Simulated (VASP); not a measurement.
# CdTe (F-43m) in VASP: notebook

The runs below take CdTe through single point, with r2SCAN.

Program: VASP 6.6.1. These are calculated values, not measurements. Logs are shortened: lines on timing, memory, paths and dates and some standing lists are left out, and cuts for length are marked.

**Measured values to compare with.**

A printed reference work, data compilation reports, for a bulk crystal of CdTe at 0 K: band gap 1.607 eV.

How close the calculation comes is told below.

**1. The cell of the first run**

The structure is cubic, space group F-43m (No. 216). Conventional cell: a = 6.426 Å, b = 6.426 Å, c = 6.426 Å, α = 90.00°, β = 90.00°, γ = 90.00°. Within 3.7 Å of Cd (site symmetry -43m) lie 4 Te at 2.78 Å. Within 3.7 Å of Te (site symmetry -43m) lie 4 Cd at 2.78 Å.

**2. Single point, r2SCAN (volume changed by -6%)**

POSCAR reads:

```
CdTe
1.0
    0.0000000000      3.2129457015      3.2129457015
    3.2129457015      0.0000000000      3.2129457015
    3.2129457015      3.2129457015      0.0000000000
Cd Te
1 1
Direct
    0.0000000000      0.0000000000      0.0000000000
    0.2500000000      0.2500000000      0.2500000000
```

INCAR.step1 reads:

```
SYSTEM = CdTe
  PREC = Accurate
  ENCUT = 520
  ISMEAR = 0
  SIGMA = 0.01
  LREAL = .FALSE.
  LASPH = .TRUE.
  NELM = 80
  NBANDS = 16
  GGA = PE
  ALGO = Normal
  EDIFF = 1E-4
  LWAVE = .TRUE.
  LCHARG = .FALSE.
```

INCAR.step2 reads:

```
SYSTEM = CdTe
  PREC = Accurate
  ENCUT = 520
  EDIFF = 1E-6
  ISMEAR = 0
  SIGMA = 0.01
  LREAL = .FALSE.
  LASPH = .TRUE.
  NELM = 80
  ALGO = Normal
  ISIF = 2
  LWAVE = .FALSE.
  LCHARG = .TRUE.
  METAGGA = R2SCAN
  LMIXTAU = .TRUE.
  LELF = .TRUE.
  LVHAR = .TRUE.
  NBANDS = 16
  ISTART = 1
```

KPOINTS reads:

```
Automatic mesh
0
G
  6 6 6
  0 0 0
```

Potentials or basis: VASP PAW PBE potentials, release 64 (Cd, Te).

Command:

```bash
$ cat potpaw_PBE.64/Cd/POTCAR potpaw_PBE.64/Te/POTCAR > POTCAR
$ cp INCAR.step1 INCAR
$ mpirun -np 1 vasp_std > vasp.out
$ cp INCAR.step2 INCAR
$ mpirun -np 1 vasp_std > vasp.out
```

OUTCAR:

```text
SYSTEM = CdTe
   PREC = Accurate
   ENCUT = 520
   EDIFF = 1E-6
   ISMEAR = 0
   LREAL = .FALSE.
   LASPH = .TRUE.
   NELM = 80
   ISIF = 2
   METAGGA = R2SCAN
   ISTART = 1

 ion  position               nearest neighbor table
   1  0.000  0.000  0.000-   2 2.78   2 2.78   2 2.78   2 2.78
   2  0.250  0.250  0.250-   1 2.78   1 2.78   1 2.78   1 2.78

  LATTYP: Found a face centered cubic cell.
 ALAT       =     6.4258914030

  Lattice vectors:

 A1 = (   0.0000000000,   3.2129457015,   3.2129457015)
 A2 = (   3.2129457015,   0.0000000000,   3.2129457015)
 A3 = (   3.2129457015,   3.2129457015,   0.0000000000)

Analysis of symmetry for initial positions (statically):
=====================================================================
 Subroutine PRICEL returns:
 Original cell was already a primitive cell.

 Routine SETGRP: Setting up the symmetry group for a
 face centered cubic supercell.

 Subroutine GETGRP returns: Found 24 space group operations
 (whereof 24 operations were pure point group operations)
 out of a pool of 48 trial point group operations.

The static configuration has the point symmetry T_d .

Analysis of symmetry for dynamics (positions and initial velocities):
=====================================================================
 Subroutine PRICEL returns:
 Original cell was already a primitive cell.

 Routine SETGRP: Setting up the symmetry group for a
 face centered cubic supercell.

 Subroutine GETGRP returns: Found 24 space group operations
 (whereof 24 operations were pure point group operations)
 out of a pool of 48 trial point group operations.

The dynamic configuration has the point symmetry T_d .

 Subroutine INISYM returns: Found 24 space group operations
 (whereof 24 operations are pure point group operations),
 and found     1 'primitive' translations

----------------------------------------------------------------------------------------

                                     Primitive cell

  volume of cell :      66.3346

  direct lattice vectors                    reciprocal lattice vectors
     0.000000000  3.212945701  3.212945701    -0.155620433  0.155620433  0.155620433
     3.212945701  0.000000000  3.212945701     0.155620433 -0.155620433  0.155620433
     3.212945701  3.212945701  0.000000000     0.155620433  0.155620433 -0.155620433

  length of vectors
[... 72 lines left out ...]
   NELM   =     80;   NELMIN=  2; NELMDL=  0     # of ELM steps
   EDIFF  = 0.1E-05   stopping-criterion for ELM
   LREAL  =      F    real-space projection
   EDIFFG = 0.1E-04   stopping-criterion for IOM
   NSW    =      0    number of steps for IOM
   IBRION =     -1    ionic relax: 0-MD 1-quasi-New 2-CG
   NFREE  =      0    steps in history (QN), initial steepest desc. (CG)
   ISIF   =      2    stress and relaxation
   ISYM   =      2    0-nonsym 1-usesym 2-fastsym
   POTIM  = 0.5000    time-step for ionic-motion
   TEBEG  =    0.0;   TEEND  =   0.0 temperature during run
   PSTRESS=    0.0 pullay stress
   NELECT =      18.0000    total number of electrons
   NUPDOWN=      -1.0000    fix difference up-down
   EMIN   =  10.00;   EMAX   =-10.00  energy-range for DOS
   EFERMI =   0.00;   METHOD = LEGACY
   ISMEAR =     0;   SIGMA  =   0.01  broadening in eV -4-tet -1-fermi 0-gaus
   EFERMI_NEDOS =   21; number of points for ismear=-14 and -15
   IALGO  =     38    algorithm
   IMIX   =      4    mixing-type and parameters
     AMIX     =   0.40;   BMIX     =  1.00
     AMIX_MAG =   1.60;   BMIX_MAG =  1.00
  volume/ion in A,a.u.               =      33.17       223.82
  Fermi-wavevector in a.u.,A,eV,Ry     =   1.059869  2.002862 15.283734  1.123323
  Thomas-Fermi vector in A             =   2.195230
   LORBIT       =      0    0 simple, 1 ext, 2 COOP (PROOUT), +10 PAW based schemes
   METAGGA = R2SCAN    functional components
   LHFCALC =     F    Hartree Fock is set to
   AEXX    =    0.0000 exact exchange contribution
   IVDW    =     0    specifies the selected vdW correction
   LEPSILON=     F    determine dielectric tensor
   LRPA    =     F    only Hartree local field effects (RPA)
 non-spin polarized calculation
 Gauss-broadening in eV      SIGMA  =   0.01
  energy-cutoff  :      520.00
  volume of cell :       66.33
 maximum number of plane-waves:      1820
 NGX is ok and might be reduce to    36
   NGX = 17   NGY = 17   NGZ = 17

 number of electron      17.9999994 magnetization

 Free energy of the ion-electron system (eV)
  ---------------------------------------------------
  ext. energy  EPLUGINS =         0.00000000
  ---------------------------------------------------
  free energy    TOTEN  =       -46.60310442 eV

  energy without entropy =      -46.60310442  energy(sigma->0) =      -46.60310442

 E-fermi :   2.4389     XC(G=0):  -9.2236

 val. band max:        2.3431356354   @ k =   0.0000   0.0000   0.0000
 cond. band min:       3.7005251088   @ k =   0.0000   0.0000   0.0000
 fundamental gap:      1.3573894734
 Fermi energy:         2.4389462168

 k-point     1 :       0.0000    0.0000    0.0000
  band No.  band energies     occupation
      1      -9.3425      2.00000
      2      -6.3127      2.00000
      3      -6.3127      2.00000
      4      -6.3127      2.00000
      5      -6.0065      2.00000
      6      -6.0065      2.00000
[... 281 lines left out ...]
      3      -6.1580      2.00000
      4      -6.0621      2.00000
      5      -5.9922      2.00000
      6      -5.3785      2.00000
[... 8 lines left out ...]
     15      14.0917      0.00000
     16      14.4870      0.00000

------------------------ aborting loop because EDIFF is reached ----------------------------------------

  FORCE on cell =-STRESS in cart. coord.  units (eV):
  Direction    XX          YY          ZZ          XY          YZ          ZX
  --------------------------------------------------------------------------------------
  -------------------------------------------------------------------------------------
  Total        1.2367874      1.2367874      1.2367874      0.0000000      0.0000000      0.0000000
  in kB       29.8720824     29.8720824     29.8720824      0.0000000      0.0000000      0.0000000
  external PRESSURE =      29.8720824 kB  Pullay stress =       0.0000000 kB

 VOLUME and BASIS-vectors are now :
 -----------------------------------------------------------------------------
  energy-cutoff  :      520.00
  volume of cell :       66.33
      direct lattice vectors                 reciprocal lattice vectors
     0.000000000  3.212945701  3.212945701    -0.155620433  0.155620433  0.155620433
     3.212945701  0.000000000  3.212945701     0.155620433 -0.155620433  0.155620433
     3.212945701  3.212945701  0.000000000     0.155620433  0.155620433 -0.155620433

 POSITION                                       TOTAL-FORCE (eV/Angst)
 -----------------------------------------------------------------------------------
      0.00000      0.00000      0.00000        -0.000000     -0.000000      0.000000
      1.60647      1.60647      1.60647         0.000000      0.000000     -0.000000
 -----------------------------------------------------------------------------------
    total drift:                               -0.000002     -0.000002     -0.000002

  FREE ENERGIE OF THE ION-ELECTRON SYSTEM (eV)
  ---------------------------------------------------
  free  energy   TOTEN  =       -46.6031044193 eV

  energy  without entropy=      -46.6031044193  energy(sigma->0) =      -46.60310442
```

OSZICAR.step1:

```text
N       E                     dE             d eps       ncg     rms          rms(c)
DAV:   1     0.100661578354E+03    0.10066E+03   -0.84794E+03   520   0.984E+02
DAV:   2    -0.138193073226E+01   -0.10204E+03   -0.97335E+02   632   0.237E+02
DAV:   3    -0.493234336539E+01   -0.35504E+01   -0.35468E+01   648   0.459E+01
DAV:   4    -0.496346066564E+01   -0.31117E-01   -0.31116E-01   728   0.385E+00
DAV:   5    -0.496356245511E+01   -0.10179E-03   -0.10179E-03   696   0.182E-01    0.592E+00
DAV:   6    -0.474869333145E+01    0.21487E+00   -0.36834E-01   584   0.750E+00    0.479E+00
DAV:   7    -0.473270791105E+01    0.15985E-01   -0.11195E-01   568   0.219E+00    0.178E+00
DAV:   8    -0.473357949309E+01   -0.87158E-03   -0.11478E-02   552   0.123E+00    0.491E-01
DAV:   9    -0.473388783407E+01   -0.30834E-03   -0.96008E-04   624   0.335E-01    0.120E-01
DAV:  10    -0.473394657896E+01   -0.58745E-04   -0.10661E-04   528   0.102E-01
   1 F= -.47339466E+01 E0= -.47339466E+01  d E =-.879994E-30
```

It took 55 s on 1 thread of Intel Xeon Platinum 8488C (Sapphire Rapids), shared host; peak memory 0.22 GiB.

What came out:

* Free energy: -46.6031 eV
* Pressure: 3.0 GPa
* Band gap on the k mesh: 1.36 eV, direct

Caveat: the cell differs from its parent crystal (volume changed by -6%); the PAW data sets were made with another functional, which shifts forces and pressure a little; spin-orbit coupling is left out, which moves the levels of the heavy elements.

**3. Single point, r2SCAN (volume changed by -3%)**

POSCAR reads:

```
CdTe
1.0
    0.0000000000      3.2467686681      3.2467686681
    3.2467686681      0.0000000000      3.2467686681
    3.2467686681      3.2467686681      0.0000000000
Cd Te
1 1
Direct
    0.0000000000      0.0000000000      0.0000000000
    0.2500000000      0.2500000000      0.2500000000
```

INCAR.step1 reads:

```
PREC = Accurate
ENCUT = 520
ISMEAR = 0
SIGMA = 0.01
LREAL = False
LASPH = True
NELM = 60
NBANDS = 16
GGA = PE
ALGO = Normal
EDIFF = 1E-4
LWAVE = True
LCHARG = False
```

INCAR.step2 reads:

```
PREC = Accurate
ENCUT = 520
EDIFF = 1E-6
ISMEAR = 0
SIGMA = 0.01
LREAL = False
LASPH = True
NELM = 60
ALGO = Normal
ISIF = 2
LWAVE = False
LCHARG = False
METAGGA = R2SCAN
LMIXTAU = True
NBANDS = 16
ISTART = 1
```

KPOINTS reads:

```
Automatic mesh
0
Gamma
  6 6 6
```

Potentials or basis: VASP PAW PBE potentials, release 64 (Cd, Te).

Command:

```bash
$ cat potpaw_PBE.64/Cd/POTCAR potpaw_PBE.64/Te/POTCAR > POTCAR
$ cp INCAR.step1 INCAR
$ mpirun -np 1 vasp_std > vasp.out
$ cp INCAR.step2 INCAR
$ mpirun -np 1 vasp_std > vasp.out
```

Wall time 54 s (1 thread of Intel Xeon Platinum 8488C (Sapphire Rapids), shared host); peak memory 0.22 GiB.

Results (log left out):

```
Free energy            : -46.6318 eV
Pressure               : 1.4 GPa
Band gap on the k mesh : 1.25 eV, direct
```

Levels at points of the mesh, in eV from the valence-band top:
```
           k point  band 5  band 6  band 7  band 8  band 9  band 10  band 11  band 12  band 13  band 14
(0.00, 0.00, 0.00)   -8.26   -8.26    0.00    0.00    0.00     1.25     5.03     5.03     5.03     7.92
(0.50, 0.00, 0.00)   -8.25   -7.89   -4.47   -0.78   -0.78     2.23     5.59     5.59     7.41     9.22
(0.50, 0.50, 0.00)   -8.23   -7.74   -4.33   -1.89   -1.89     2.89     2.99     9.43     9.79     9.79
```

Caveat: the cell differs from its parent crystal (volume changed by -3%); the PAW data sets were made with another functional, which shifts forces and pressure a little; spin-orbit coupling is left out, which moves the levels of the heavy elements.

**4. Single point, r2SCAN**

This run uses another cell than the first one, of 35.28 Å³/atom, 1.064 times its volume.

POSCAR reads:

```
CdTe
1.0
    0.0000000000      3.2799012490      3.2799012490
    3.2799012490      0.0000000000      3.2799012490
    3.2799012490      3.2799012490      0.0000000000
Cd Te
1 1
Direct
    0.0000000000      0.0000000000      0.0000000000
    0.2500000000      0.2500000000      0.2500000000
```

INCAR.step1 reads:

```
PREC = Accurate ; ENCUT = 520
ISMEAR = 0 ; SIGMA = 0.01
LREAL = False ; LASPH = True
NELM = 60 ; NBANDS = 16
GGA = PE ; ALGO = Normal
EDIFF = 1E-4 ; LWAVE = True
LCHARG = False
```

INCAR.step2 reads:

```
PREC = Accurate ; ENCUT = 520
EDIFF = 1E-7 ; ISMEAR = 0
SIGMA = 0.01 ; LREAL = False
LASPH = True ; NELM = 60
ALGO = Normal ; ISIF = 2
LWAVE = False ; LCHARG = True
METAGGA = R2SCAN ; LMIXTAU = True
LELF = True ; LVHAR = True
NBANDS = 16 ; ISTART = 1
```

KPOINTS reads:

```
regular mesh
0
Gamma
  6 6 6
```

Command:

```bash
$ cat potpaw_PBE.64/Cd/POTCAR potpaw_PBE.64/Te/POTCAR > POTCAR
$ cp INCAR.step1 INCAR
$ mpirun -np 1 vasp_std > vasp.out
$ cp INCAR.step2 INCAR
$ mpirun -np 1 vasp_std > vasp.out
```

It took 60 s on 1 thread of Intel Xeon Platinum 8488C (Sapphire Rapids), shared host; peak memory 0.22 GiB.

The run converged. Its results:

| Quantity | Value |
| --- | --- |
| Free energy | -46.6414 eV |
| Pressure | 0.1 GPa |
| Band gap on the k mesh | 1.15 eV, direct |

Levels at points of the mesh, in eV from the valence-band top:
| k point | band 6 | band 7 | band 8 | band 9 | band 10 | band 11 | band 12 | band 13 |
| --- | --- | --- | --- | --- | --- | --- | --- | --- |
| (0.00, 0.00, 0.00) | -8.19 | 0.00 | 0.00 | 0.00 | 1.15 | 5.05 | 5.05 | 5.05 |
| (0.50, 0.00, 0.00) | -7.84 | -4.29 | -0.74 | -0.74 | 2.19 | 5.60 | 5.60 | 7.38 |
| (0.50, 0.50, 0.00) | -7.70 | -4.18 | -1.79 | -1.79 | 2.95 | 2.99 | 9.25 | 9.63 |

Caveat: the PAW data sets were made with another functional, which shifts forces and pressure a little; spin-orbit coupling is left out, which moves the levels of the heavy elements.

**5. Overview**

| cell | gap on the mesh (eV) | pressure (GPa) |
| --- | --- | --- |
| a = 4.544 Å, angles 60.0°, 2 atoms | 1.36 | 3.0 |
| a = 4.592 Å, angles 60.0°, 2 atoms | 1.25 | 1.4 |
| a = 4.638 Å, angles 60.0°, 2 atoms | 1.15 | 0.1 |

Alike in all rows: task single point; level r2SCAN; potentials or basis VASP PAW PBE potentials, release 64 (Cd, Te); no spin polarisation; k mesh 6 × 6 × 6; cutoff (eV) 520; smearing gaussian 0.01 eV.

Caveats: the PAW data sets were made with another functional, which shifts forces and pressure a little; spin-orbit coupling is left out, which moves the levels of the heavy elements.

Total energies depend on the potentials used, so only differences within one code and one set of settings carry meaning.

**6. How close it comes**

Step 4. Measured gap of CdTe: 1.607 eV (0 K; a printed reference work, data compilation). This calculation gives 1.15 eV (-0.45 eV). Spin-orbit coupling on Cd, Te is left out. The value is that of r2SCAN, without temperature or zero-point motion.
